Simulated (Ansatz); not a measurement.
Wanted: the native input for an Ansatz 0.2.0 run.

- Task: relaxation of cell and atoms
- Functional: HSE03
- Potentials or basis: Ansatz PAW
- Cutoff: 420 eV (not typed: the program's choice for these potentials)
- k mesh: 6 × 6 × 6
- Occupations: fermi-dirac, width 0.05 eV
- Spin: no spin polarisation

Crystal: Ge.

```xyz
2
Lattice="-2.4959 2.6509 1.4369 2.4959 -2.6509 1.4369 2.4959 2.6509 -1.4369" Properties=species:S:1:pos:R:3 pbc="T T T"
Ge    0.0000    1.3254    0.1841
Ge    2.4959    1.3254    1.2529
```

This isn't the form of Ge at room conditions, which is diamond.

The input as run:

input

```
crystal:
  lattice:
    - [-2.495898, 2.650863, 1.436947]
    - [2.495898, -2.650863, 1.436947]
    - [2.495898, 2.650863, -1.436947]
  atoms:
    - { symbol: Ge, position: [0.314057, 0.064057, 0.25] }
    - { symbol: Ge, position: [0.685943, 0.935943, 0.75] }
hamiltonian:
  xc: { exchange: pbe, correlation: pbe, exx: { coeff: 0.25, omega: 0.3 } }
  pseudopotentials: { kind: paw }
kpoints:
  mp_grid: { grid: [6, 6, 6] }
scf:
  occupations: { method: fermi_dirac, width: 0.05 }
output:
  forces: true
  stress: true
  eigenvalues: true
relax:
  f_tol: 0.01
  max_steps: 40
  cell: { stress_tol: 0.05 }
```

It gave:

| Item | Value |
| --- | --- |
| Relaxed volume | 18.73 Å³/atom |
| Relaxed cell | a = 3.925 Å, b = 3.925 Å, c = 3.925 Å, α = 101.67°, β = 92.92°, γ = 138.31° |
| Space group after relaxing (to 0.05 Å) | Imma (No. 74) |
| Energy gained by relaxing | 9.5 meV/atom |
| Ionic steps | 7 |
| Pressure after relaxing | 0.0 GPa |
| Band gap on the k mesh | none (metal or under the smearing width) |

Caveat: the k mesh is coarse (spacing up to 0.42 Å⁻¹), so the values aren't converged, least of all with exact exchange; the plane-wave basis is chosen anew once the cell has moved, so the energies of steps on either side of that aren't comparable; the PAW data sets come from PBE, with cores solved anew for the run's functional, which leaves a small shift of forces and pressure.

Wall time 86 s on 1 × NVIDIA H100 80GB HBM3 with 2 threads of AMD EPYC 7R13 Processor (Zen 3) (shared host), peak memory 2.4 GiB.
